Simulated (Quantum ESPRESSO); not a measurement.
# HgTe (Coloradoite) (F-43m) in Quantum ESPRESSO: further runs, part 2 of 3

Quantum ESPRESSO 7.5.

## (3) Wannier functions, LDA

Contents of pw.in:

```
&CONTROL
  calculation = 'scf'
  prefix = 'pwscf'
  outdir = './tmp'
  pseudo_dir = './pseudo'
  tprnfor = .true.
  tstress = .true.
  disk_io = 'low'
/
&SYSTEM
  ibrav = 0
  nat = 2
  ntyp = 2
  ecutwfc = 80
  nbnd = 26
  occupations = 'smearing'
  smearing = 'fd'
  degauss = 0.00367493
/
&ELECTRONS
  conv_thr = 4d-10
  electron_maxstep = 120
  mixing_beta = 0.5
/
ATOMIC_SPECIES
Hg   200.5920 Hg.upf
Te   127.6000 Te.upf
CELL_PARAMETERS angstrom
   0.0000000000    3.2145000000    3.2145000000
   3.2145000000    0.0000000000    3.2145000000
   3.2145000000    3.2145000000    0.0000000000
ATOMIC_POSITIONS crystal
Hg     0.0000000000    0.0000000000    0.0000000000
Te     0.7500000000    0.7500000000    0.7500000000
K_POINTS automatic
5 5 5 0 0 0
```

Contents of nscf.in:

```
&CONTROL
  calculation = 'nscf'
  prefix = 'pwscf'
  outdir = './tmp'
  pseudo_dir = './pseudo'
  disk_io = 'low'
/
&SYSTEM
  ibrav = 0
  nat = 2
  ntyp = 2
  ecutwfc = 80
  nbnd = 31
  occupations = 'smearing'
  smearing = 'fd'
  degauss = 0.00367493
  nosym = .true.
  noinv = .true.
/
&ELECTRONS
  conv_thr = 1d-09
  electron_maxstep = 120
  mixing_beta = 0.5
  diago_full_acc = .true.
  startingwfc = 'random'
/
ATOMIC_SPECIES
Hg   200.5920 Hg.upf
Te   127.6000 Te.upf
CELL_PARAMETERS angstrom
   0.0000000000    3.2145000000    3.2145000000
   3.2145000000    0.0000000000    3.2145000000
   3.2145000000    3.2145000000    0.0000000000
ATOMIC_POSITIONS crystal
Hg     0.0000000000    0.0000000000    0.0000000000
Te     0.7500000000    0.7500000000    0.7500000000
K_POINTS crystal
64
  0.00000000   0.00000000   0.00000000 1.56250000e-02
  0.00000000   0.00000000   0.25000000 1.56250000e-02
  0.00000000   0.00000000   0.50000000 1.56250000e-02
  0.00000000   0.00000000   0.75000000 1.56250000e-02
  0.00000000   0.25000000   0.00000000 1.56250000e-02
  0.00000000   0.25000000   0.25000000 1.56250000e-02
[... 56 lines left out ...]
  0.75000000   0.75000000   0.50000000 1.56250000e-02
  0.75000000   0.75000000   0.75000000 1.56250000e-02
```

Contents of pw2wan.in:

```
&INPUTPP
  prefix = 'pwscf'
  outdir = './tmp'
  seedname = 'w'
  write_mmn = .true.
  write_amn = .true.
/
```

Changes to bands.in since step 2:

```diff
@@ -12,4 +12,3 @@
   ecutwfc = 80
-  nbnd = 63
-  input_dft = 'pbesol'
+  nbnd = 31
   occupations = 'smearing'
@@ -17,4 +16,2 @@
   degauss = 0.00367493
-  noncolin = .true.
-  lspinorb = .true.
 /
```

Contents of w.win:

```
num_wann = 13
num_bands = 22
guiding_centres = true
dis_froz_max = 10.85
dis_num_iter = 600
dis_mix_ratio = 0.5
dis_conv_tol = 1.0d-9
num_iter = 0
search_shells = 100
kmesh_tol = 1.0d-4
conv_tol = 1.0d-8
conv_window = 4
num_print_cycles = 200
fermi_energy = 8.8529
bands_plot = true
write_hr = true
mp_grid = 4 4 4
exclude_bands = 1-9
begin projections
Hg: s;p;d
Te: s;p
end projections
begin unit_cell_cart
ang
  0.0000000000   3.2145000000   3.2145000000
  3.2145000000   0.0000000000   3.2145000000
  3.2145000000   3.2145000000   0.0000000000
end unit_cell_cart
begin atoms_frac
Hg   0.0000000000   0.0000000000   0.0000000000
Te   0.7500000000   0.7500000000   0.7500000000
end atoms_frac
begin kpoint_path
G   0.0000000000   0.0000000000   0.0000000000  X   0.5000000000   0.0000000000   0.5000000000
X   0.5000000000   0.0000000000   0.5000000000  W   0.5000000000   0.2500000000   0.7500000000
W   0.5000000000   0.2500000000   0.7500000000  K   0.3750000000   0.3750000000   0.7500000000
K   0.3750000000   0.3750000000   0.7500000000  G   0.0000000000   0.0000000000   0.0000000000
G   0.0000000000   0.0000000000   0.0000000000  L   0.5000000000   0.5000000000   0.5000000000
L   0.5000000000   0.5000000000   0.5000000000  U   0.6250000000   0.2500000000   0.6250000000
U   0.6250000000   0.2500000000   0.6250000000  W   0.5000000000   0.2500000000   0.7500000000
W   0.5000000000   0.2500000000   0.7500000000  L   0.5000000000   0.5000000000   0.5000000000
L   0.5000000000   0.5000000000   0.5000000000  K   0.3750000000   0.3750000000   0.7500000000
U   0.6250000000   0.2500000000   0.6250000000  X   0.5000000000   0.0000000000   0.5000000000
end kpoint_path
bands_num_points = 9
begin kpoints
  0.00000000   0.00000000   0.00000000
  0.00000000   0.00000000   0.25000000
  0.00000000   0.00000000   0.50000000
  0.00000000   0.00000000   0.75000000
  0.00000000   0.25000000   0.00000000
  0.00000000   0.25000000   0.25000000
[... 56 lines left out ...]
  0.75000000   0.75000000   0.50000000
  0.75000000   0.75000000   0.75000000
end kpoints
```

Potentials or basis: PseudoDojo 0.4.1 SR LDA standard.

The run is started by

```sh
> OMP_NUM_THREADS=1 pw.x -in pw.in > pw.out
> OMP_NUM_THREADS=1 pw.x -in nscf.in > nscf.out
> wannier90.x -pp w
> OMP_NUM_THREADS=1 pw2wannier90.x -in pw2wan.in > pw2wan.out
> wannier90.x w
> OMP_NUM_THREADS=1 pw.x -in bands.in > bands.out
```

pw.out:

```text
This program is part of the open-source Quantum ESPRESSO suite
     for quantum simulation of materials; please cite
[... 9 lines left out ...]
     --------------------
     sticks:   dense  smooth     PW     G-vecs:    dense   smooth      PW
     Sum        1639    1639    463                43599    43599    6615

     Using Slab Decomposition

     bravais-lattice index     =            0
     lattice parameter (alat)  =       8.5907  a.u.
     unit-cell volume          =     448.2981 (a.u.)^3
     number of atoms/cell      =            2
     number of atomic types    =            2
     number of electrons       =        36.00
     number of Kohn-Sham states=           26
     kinetic-energy cutoff     =      80.0000  Ry
     charge density cutoff     =     320.0000  Ry
     scf convergence threshold =      4.0E-10
     mixing beta               =       0.5000
     number of iterations used =            8  plain     mixing
     Exchange-correlation= SLA  PW   NOGX NOGC
                           (   1   4   0   0   0   0   0)

     celldm(1)=   8.590675  celldm(2)=   0.000000  celldm(3)=   0.000000
     celldm(4)=   0.000000  celldm(5)=   0.000000  celldm(6)=   0.000000

     crystal axes: (cart. coord. in units of alat)
               a(1) = (   0.000000   0.707107   0.707107 )
               a(2) = (   0.707107   0.000000   0.707107 )
               a(3) = (   0.707107   0.707107   0.000000 )

     reciprocal axes: (cart. coord. in units 2 pi/alat)
               b(1) = ( -0.707107  0.707107  0.707107 )
               b(2) = (  0.707107 -0.707107  0.707107 )
[... 132 lines left out ...]
   -27.8875  -3.3761   1.3860   1.3860   1.3860   1.9393   1.9393   7.9189
     8.8181   8.8181   8.8181  12.9786  12.9786  12.9786  15.0788  18.5865
    18.5866  18.6119
[... 24 lines left out ...]
  -106.5014 -54.6993 -54.6992 -54.6992 -27.8973 -27.8966 -27.8965 -27.8875
   -27.8872  -2.8192   1.5095   1.5808   1.7063   1.9765   1.9874   4.2628
     6.9018   7.2853  10.7913  12.4681  14.3594  14.9839  17.1113  18.5890
    19.0924  20.6252

          k =-0.1414-0.4243 0.4243 (  5410 PWs)   bands (ev):

  -106.5014 -54.6993 -54.6993 -54.6992 -27.8972 -27.8967 -27.8965 -27.8874
   -27.8873  -2.6973   1.5445   1.5817   1.9088   1.9482   2.2670   3.3599
     6.3021   7.4536  10.7532  13.2250  14.5918  15.3199  17.0948  18.0584
    18.6032  20.9122
[... 17 lines left out ...]
  -106.5014 -54.6993 -54.6993 -54.6992 -27.8976 -27.8965 -27.8964 -27.8875
   -27.8871  -2.5778   1.5753   1.7051   1.7861   1.9791   2.4895   3.1871
     5.9083   6.7223  10.9018  12.2553  15.8760  16.3932  16.8507  18.8994
    20.6994  21.3247

          k =-0.1414-0.4243 0.7071 (  5428 PWs)   bands (ev):

  -106.5014 -54.6993 -54.6993 -54.6992 -27.8973 -27.8968 -27.8964 -27.8875
   -27.8872  -2.6252   1.5987   1.6284   1.8329   1.9484   2.3225   3.4630
     5.9889   6.6942  11.6034  12.9112  13.8419  16.1251  17.0894  18.9131
    20.4824  20.8271

     the Fermi energy is     8.8529 ev

!    total energy              =    -542.72038824 Ry
     estimated scf accuracy    <          2.3E-11 Ry
     smearing contrib. (-TS)   =      -0.00011361 Ry
     internal energy E=F+TS    =    -542.72027464 Ry

     The total energy is F=E-TS. E is the sum of the following terms:
     one-electron contribution =    -312.83344535 Ry
     hartree contribution      =     163.37138414 Ry
     xc contribution           =    -103.44882444 Ry
     ewald contribution        =    -289.80938899 Ry

     convergence has been achieved in   9 iterations

     Forces acting on atoms (cartesian axes, Ry/au):

     atom    1 type  1   force =     0.00000000    0.00000000    0.00000000
     atom    2 type  2   force =    -0.00000000   -0.00000000    0.00000000

     Total force =     0.000000     Total SCF correction =     0.000000

     Computing stress (Cartesian axis) and pressure

          total   stress  (Ry/bohr**3)                   (kbar)     P=        3.31
   0.00002250   0.00000000  -0.00000000            3.31        0.00       -0.00
   0.00000000   0.00002250  -0.00000000            0.00        3.31       -0.00
  -0.00000000  -0.00000000   0.00002250           -0.00       -0.00        3.31

=------------------------------------------------------------------------------=
   JOB DONE.
=------------------------------------------------------------------------------=
```

nscf.out:

```text
This program is part of the open-source Quantum ESPRESSO suite
     for quantum simulation of materials; please cite
         "P. Giannozzi et al., J. Phys.:Condens. Matter 21 395502 (2009);
         "P. Giannozzi et al., J. Phys.:Condens. Matter 29 465901 (2017);
         "P. Giannozzi et al., J. Chem. Phys. 152 154105 (2020);
[... 599 lines left out ...]
    17.3476  19.3007  21.8497  21.8497  24.0206  24.6260  24.6260

     the Fermi energy is     8.8527 ev
     (compare with:     8.8529 eV, computed in scf)

=------------------------------------------------------------------------------=
   JOB DONE.
=------------------------------------------------------------------------------=
```

w-pp.out:

```text
b_k Directions (Ang^-1)                          |
 |                           -----------------------                          |
 |            No.           x           y           z                         |
 |            ---        --------------------------------                     |
 |             1         0.244330    0.244330   -0.244330                     |
 |             2         0.244330   -0.244330    0.244330                     |
 |             3        -0.244330    0.244330    0.244330                     |
 |             4         0.244330    0.244330    0.244330                     |
 +----------------------------------------------------------------------------+

 Time to get kmesh              0.060 (sec)
 *============================================================================*
 |                              MEMORY ESTIMATE                               |
 *============================================================================*
 |                        Disentanglement            5.89 Mb                  |
 |                            Wannierise:            3.89 Mb                  |
 |                          plot_wannier:            3.89 Mb                  |
 *----------------------------------------------------------------------------*

 Starting a new Wannier90 calculation ...

 Time to write kmesh            0.068 (sec)

 Exiting... w.nnkp written.
```

It took 4.9 min on 1 thread of Intel Xeon Platinum 8488C (Sapphire Rapids), shared host; peak memory 0.22 GiB.

Results:

```
Free energy                   : -7384.0871 eV
Pressure                      : 0.3 GPa
Band gap on the k mesh        : none (metal or under the smearing width)
Total Wannier spread          : 21.84 Å² over 13 functions
RMS miss of the Wannier bands : 0.016 eV
```

Levels at the corners of the path, in eV from the Fermi level:
```
point  band 15  band 16  band 17  band 18  band 19  band 20  band 21  band 22
    Γ    -6.91    -0.93    -0.03    -0.03    -0.03     4.13     4.13     4.13
    X    -6.46    -5.61    -2.39    -2.39     1.77     2.26     8.02     8.84
    W    -6.28    -5.72    -2.82    -2.68     3.06     4.46     5.15     6.01
    K    -6.37    -5.65    -3.07    -1.99     2.11     3.87     6.88     7.14
    Γ    -6.91    -0.93    -0.03    -0.03    -0.03     4.13     4.13     4.13
    L    -6.61    -5.70    -1.06    -1.06     0.53     4.94     4.94     6.60
    U    -6.37    -5.65    -3.07    -1.99     2.11     3.87     6.88     7.14
    W    -6.28    -5.72    -2.82    -2.68     3.06     4.46     5.15     6.01
    L    -6.61    -5.70    -1.06    -1.06     0.53     4.94     4.94     6.60
    K    -6.37    -5.65    -3.07    -1.99     2.11     3.87     6.88     7.14
    U    -6.37    -5.65    -3.07    -1.99     2.11     3.87     6.88     7.14
    X    -6.46    -5.61    -2.39    -2.39     1.77     2.26     8.02     8.84
```

Wannier functions:
| function | nearest atom | distance (Å) | spread (Å²) | on-site energy from the reference level (eV) |
| --- | --- | --- | --- | --- |
| 1 | 1 Hg | 0.00 | 2.24 | -2.51 |
| 2 | 1 Hg | 0.00 | 2.85 | 4.44 |
| 3 | 1 Hg | 0.00 | 2.85 | 4.44 |
| 4 | 1 Hg | 0.00 | 2.85 | 4.44 |
| 5 | 1 Hg | 0.00 | 0.76 | -6.92 |
| 6 | 1 Hg | 0.00 | 0.76 | -7.02 |
| 7 | 1 Hg | 0.00 | 0.76 | -7.02 |
| 8 | 1 Hg | 0.00 | 0.76 | -6.92 |
| 9 | 1 Hg | 0.00 | 0.76 | -7.02 |
| 10 | 2 Te | 0.00 | 1.32 | -9.28 |
| 11 | 2 Te | 0.00 | 1.98 | -0.02 |
| 12 | 2 Te | 0.00 | 1.98 | -0.02 |
| 13 | 2 Te | 0.00 | 1.98 | -0.02 |

Parts of the spread (Å²): invariant 13.87, diagonal 0.013, off-diagonal 7.96, total 21.84. Against the direct bands the interpolation misses by 16 meV (root mean square) and 121 meV at most, for states up to 1 eV over the reference level.

Caveat: the k mesh is coarse; spin-orbit coupling is left out, which moves the levels of the heavy elements.

[end of part 2 of 3]
